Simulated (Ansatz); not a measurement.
# Compressing CsI: a fit and a missing row

CsI, Pm-3m, a = 4.666 Å. Ansatz: PBE, PAW, 420 eV, Γ-centred 6×6×6 mesh on 2 atoms, Gaussian smearing 0.02 eV; no spin polarisation. Symmetry fixes shape and atoms, so the cell is only scaled; pressure is positive in compression.

| V (Å³/atom) | P (GPa) |
| --- | --- |
| 47.746 | 0.72 |
| 49.270 | ? |
| 50.794 | 0.00 |
| 52.317 | -0.27 |
| 53.841 | -0.49 |

**Question.** Take V0 = 50.794 Å³/atom, fit the third-order Birch–Murnaghan form to the other rows, and predict the missing pressure.

**Answer.** With the Eulerian strain f = ½[(V0/V)^(2/3) − 1] and y = P/[3f(1 + 2f)^(5/2)], the form is the line y = B0 + 1.5 B0 (B0′ − 4) f. Rows (f, y): 0.02106, 10.28; -0.00975, 9.70; -0.01905, 9.45. Means f = -0.002580, y = 9.8100; Σ(Δf)² = 0.0008815, ΣΔfΔy = 0.01783; the slope is their ratio. y = 9.862 + 20.22 f GPa, so B0 = 9.9 GPa and B0′ = 4 + 2 × (20.22)/(3 × 9.862) = 5.37. At V = 49.270, f = 0.01026, y = 10.069 and P = 0.33 GPa. The run gave 0.33 GPa, the same to the digits shown.